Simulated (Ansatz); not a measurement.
## Relaxing Rb

Level of theory: DFT PBE, scalar-relativistic, plane waves, PAW (Ansatz). Cutoff 420 eV, Γ-centred k mesh, Gaussian smearing, no spin polarisation in the final step.

The start is a random cell of Rb with space group P3_212 (No. 153), drawn with lower limits on the distances.

```
Rb
1.0
     8.54673    0.00000    0.00000
    -4.27337    7.40169    0.00000
     0.00000    0.00000   10.18996
Rb
6
Cartesian
  -0.9791 1.6959 4.9193
  -3.2943 5.7058 5.2707
  1.9582 0.0000 8.3160
  0.9791 1.6959 1.8740
  6.5885 0.0000 8.6673
  3.2943 5.7058 1.5227
```

Cell and atoms relax at zero pressure; the relaxation can't lower the symmetry of the start. After a coarse first stage the cell is made exact in the group found at 0.06 Å.

Energies count from the standard state of Rb at the same level.

Describe the relaxed structure.

It ends in P6_422 (No. 181). Conventional cell: a = 8.937 Å, c = 4.928 Å. Rb has 6 Rb at 4.76–4.93 Å and 4 Rb at 5.55 Å.

```cif
data_structure
_symmetry_space_group_name_H-M 'P6_422'
_symmetry_Int_Tables_number 181
_cell_length_a 8.9369
_cell_length_b 8.9369
_cell_length_c 4.9283
_cell_angle_alpha 90.000
_cell_angle_beta 90.000
_cell_angle_gamma 120.000
_cell_volume 340.88
loop_
_atom_site_label
_atom_site_type_symbol
_atom_site_symmetry_multiplicity
_atom_site_Wyckoff_symbol
_atom_site_fract_x
_atom_site_fract_y
_atom_site_fract_z
_atom_site_occupancy
Rb1 Rb 3 c 0.50000 0.50000 0.66667 1
```

What are its volume, energy, density and gap?

The volume per atom is 113.63 Å³ and the density is 1.25 g/cm³. The energy over the standard structure is 0.10 eV/atom and the gap on the 6×6×10 mesh is 0 eV (a metal).

The final run used a 6×6×10 mesh on its 3-atom cell and 0.10 eV smearing. The k mesh leaves about 4 meV/atom of noise in metals. A structure relaxed within its symmetry needn't be a true minimum. The steps took of the order of 5 core-minutes in all.